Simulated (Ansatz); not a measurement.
This was printed by a script on the Ansatz DFT code, driven from Python, for a band structure of PbS, space group C2. What did the script look like? Settings: r2SCAN, PAW, cutoff 300 eV, 5×5×1 k-points, fixed occupations.

```
Pb S
1.0
     2.98282   -2.98531    0.00000
     2.98282    2.98531    0.00000
    -2.09833    0.00000   22.20667
Pb S
2 2
Cartesian
  2.3756 -0.0312 20.7787
  1.4917 -0.0312 1.4279
  -0.6043 -0.0900 20.9714
  4.4716 -0.0900 1.2353
```

```console
$ python run_bands.py
DeckWarning: basis.ecutwfc = 300 eV is below the records' recommended 500 eV, and the density's cutoff is lower with it unless basis.ecutrho_ratio is high enough to keep the records' density cutoff: compare with a run at a higher cutoff
events: {'scf_iter': 7, 'scf_done': 1, 'notice': 2, 'finished': 1}
F = -25655.5733 eV for 4 atoms
E(sigma -> 0) = -25655.5733 eV, TS = 0.0 eV
closed by deck_thresholds after 7 iterations
Pb2 S2
1.0
   2.9828199999999998   -2.9853100000000001    0.0000000000000000
   2.9828199999999998    2.9853100000000001    0.0000000000000000
  -2.0983299999999998    0.0000000000000000   22.2066699999999990
Pb S
2 2
direct
   0.7325600000000000    0.7221200000000000    0.9357000000000000 Pb
   0.2778800000000000    0.2674400000000000    0.0643000000000000 Pb
   0.2459500000000000    0.2157900000000000    0.9443700000000000 S
   0.7842100000000000    0.7540500000000000    0.0556300000000000 S

zero of the bands: -1.443 eV, the Fermi level found on the SCF mesh
k (fractions)              top valence  bottom conduction (eV)
 -0.504  -0.496   0.500       -1.546         4.476
 -0.503  -0.497   0.500       -1.546         4.476
 -0.502  -0.498   0.500       -1.546         4.476
 -0.502  -0.498   0.500       -1.546         4.476
 -0.501  -0.499   0.500       -1.546         4.476
 -0.501  -0.499   0.500       -1.546         4.476
 -0.500  -0.500   0.500       -1.546         4.476
 -0.417  -0.417   0.417       -1.470         3.938
 -0.333  -0.333   0.333       -1.017         3.017
 -0.250  -0.250   0.250       -0.250         2.562
 -0.167  -0.167   0.167       -0.389         2.583
 -0.083  -0.083   0.083       -0.321         2.329
  0.000   0.000   0.000       -0.270         2.251
 -0.083   0.083   0.000       -0.322         2.329
 -0.167   0.167   0.000       -0.391         2.584
 -0.250   0.250   0.000       -0.258         2.564
 -0.333   0.333   0.000       -1.010         3.019
 -0.417   0.417   0.000       -1.460         3.944
 -0.500   0.500   0.000       -1.546         4.477
on this path: least direct gap 2.521 eV, least gap 2.500 eV
```
(Warnings from the package without file and line.)

One script that gives this output:

The script, `run_bands.py`:
```python
# -*- coding: utf-8 -*-
"""Band structure of PbS."""

from collections import Counter
import json

import ansatz as az
from ase import Atoms
import numpy as np
from pymatgen.core import Structure

atoms = Atoms(
    ["Pb", "Pb", "S", "S"],
    scaled_positions=[
        (0.73256, 0.72212, 0.9357),
        (0.27788, 0.26744, 0.0643),
        (0.24595, 0.21579, 0.94437),
        (0.78421, 0.75405, 0.05563),
    ],
    cell=[
        (2.98282, -2.98531, 0.0),
        (2.98282, 2.98531, 0.0),
        (-2.09833, 0.0, 22.20667),
    ],
    pbc=True,
)
cell = az.Crystal.from_ase(atoms)

# high-symmetry points in fractions of the reciprocal vectors
path = [
    ("I", (-0.5037, -0.4963, 0.5)),
    ("M_2", (-0.5, -0.5, 0.5)),
    ("G", (0.0, 0.0, 0.0)),
    ("Y", (-0.5, 0.5, 0.0)),
]
setup = (
    cell.calculation()
    .functional("r2scan")
    .kpoints(5, 5, 1)
    .scf(max_iterations=80)
    .basis(300)
    .pseudopotentials("paw")
    .occupations(az.OccupationsMethod.FIXED)  # whole-number filling, right only where there is a gap
    .band_structure([point for _, point in path], intervals=6)  # levels along the path at the converged density
    .scf(extra_bands=10)
)
outcome = setup.run(events_out="events.ndjson")
summary = outcome.report
with open("events.ndjson") as stream:
    kinds = Counter(json.loads(line)["event"] for line in stream)
print("events:", {kind: kinds[kind] for kind in ("scf_iter", "scf_done", "notice", "finished")})

n_atoms = len(summary["lattice"]["sites"])
print("F =", round(summary["free_energy_ev"], 4), "eV for", n_atoms, "atoms")
print("E(sigma -> 0) =", round(summary["energy_sigma0_ev"], 4), "eV, TS =", round(summary["entropy_ts_ev"], 5), "eV")
print("closed by", summary["closed_by"], "after", summary["n_iterations"], "iterations")

final = Structure(outcome.lattice.cell_ang, [s.symbol for s in outcome.lattice.sites], [s.position_frac for s in outcome.lattice.sites])
print(final.to(fmt="poscar"))

bands = outcome.band_structure()
fermi = bands.fermi_energy_ev
print(f"zero of the bands: {fermi:.3f} eV, the Fermi level found on the SCF mesh")
levels = bands.channels[0].eigenvalues_ev - fermi
filled = round(summary["n_electrons"]) // 2
valence, conduction = levels[:, filled - 1], levels[:, filled]
print("k (fractions)              top valence  bottom conduction (eV)")
for k, lo, hi in zip(bands.kpoints_frac, valence, conduction):
    print(f"{k[0]:7.3f} {k[1]:7.3f} {k[2]:7.3f} {lo:12.3f} {hi:13.3f}")
print(f"on this path: least direct gap {np.min(conduction - valence):.3f} eV, least gap {conduction.min() - valence.max():.3f} eV")
```

These settings explore the input space; cutoff and mesh may be short of convergence. The cutoff lies under the one recommended for these potentials. Along an axis with an odd division the mesh misses the point at one half; a gap read on a finite mesh is an upper bound on this functional's gap. Spin-orbit coupling, left out here, can change this gap by several tenths of an eV, and inverted bands can meet off the mesh. The cell holds layers, chains or clusters in vacuum, no bulk phase. With fixed filling the reported Fermi level is the top filled level among the k-points of the SCF. Legs of the path along the vacuum direction only repeat the in-plane bands. This cell is a computed structure, which may not be the phase found in nature. Gaps and levels are Kohn-Sham values on a finite set of k-points, without spin-orbit coupling. Run time: 19 s on 1 thread of Arm Neoverse V2, on a shared host, peak memory 0.64 GiB.
